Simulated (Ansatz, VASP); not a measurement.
MgO (Periclase) in VASP and in Ansatz

Contents of INCAR:

```
PREC     = Accurate       # precision mode
ENCUT    = 600            # plane-wave cutoff, eV
EDIFF    = 1E-6           # SCF threshold, eV
ISMEAR   = 0              # smearing method
SIGMA    = 0.02           # smearing width, eV
LREAL    = False          # projectors in reciprocal space
LASPH    = True           # aspherical terms in the spheres
NELM     = 80             # most SCF steps
ALGO     = Normal         # electronic algorithm
ISIF     = 3              # what is computed and relaxed
LWAVE    = False          # write WAVECAR
LCHARG   = False          # write CHGCAR
GGA      = PE             # functional
IVDW     = 12             # dispersion correction
IBRION   = 2              # ionic algorithm
NSW      = 100            # ionic steps
EDIFFG   = -0.005         # ionic threshold
```

File KPOINTS:

```
Automatic mesh
0
Gamma
  10 10 10
```

POSCAR

```
MgO
1.0
    0.0000000000      2.1085000000      2.1085000000
    2.1085000000      0.0000000000      2.1085000000
    2.1085000000      2.1085000000      0.0000000000
Mg O
1 1
Direct
    0.0000000000      0.0000000000      0.0000000000
    0.5000000000      0.5000000000      0.5000000000
```

Input for Ansatz:

```yaml
crystal:
  lattice:
    - [0.0, 2.1085, 2.1085]
    - [2.1085, 0.0, 2.1085]
    - [2.1085, 2.1085, 0.0]
  atoms:
    - { symbol: Mg, position: [0.0, 0.0, 0.0] }
    - { symbol: O, position: [0.5, 0.5, 0.5] }
basis:
  ecutwfc: 420
kpoints:
  mp_grid: { grid: [10, 10, 10] }
hamiltonian:
  xc: pbe
  dispersion: d3bj
scf:
  occupations: { method: gaussian, width: 0.02 }
output:
  forces: true
  stress: true
  eigenvalues: true
  write_density: true
  write_potential: true
  elf: true
  volumetric_format: npy
relax:
  adjacent_minimum: "off"
  f_tol: 0.005
  max_steps: 80
  cell: { stress_tol: 0.05 }
```

Alike in both runs: task relaxation of cell and atoms; functional PBE; dispersion D3(BJ); k mesh 10 × 10 × 10; occupations gaussian, width 0.02 eV; no spin polarisation.

|  | VASP | Ansatz |
| --- | --- | --- |
| version | VASP 6.6.1 | Ansatz 0.2.0 |
| potentials or method | VASP PAW PBE potentials, release 64 (Mg, O) | scalar-relativistic, plane waves, PAW |
| plane-wave cutoff (eV) | 600 | 420 |
| valence electrons in the cell | 8 | 16 |

Ansatz gave:

```
gap on the k mesh at the Fermi level, each at its own relaxed structure (eV) : 4.77
relaxed volume (Å³/atom)                                                     : 9.31
relaxed cell length with the largest relative difference (Å)                 : 2.976
```

Q: Which values does VASP return?

A: gap on the k mesh at the Fermi level, each at its own relaxed structure (eV): 4.82; relaxed volume (Å³/atom): 9.26; relaxed cell length with the largest relative difference (Å): 2.969.

The two sets of potentials don't hold the same shells in valence.

A hybrid or GW would open this gap; PBE tends to underestimate it.
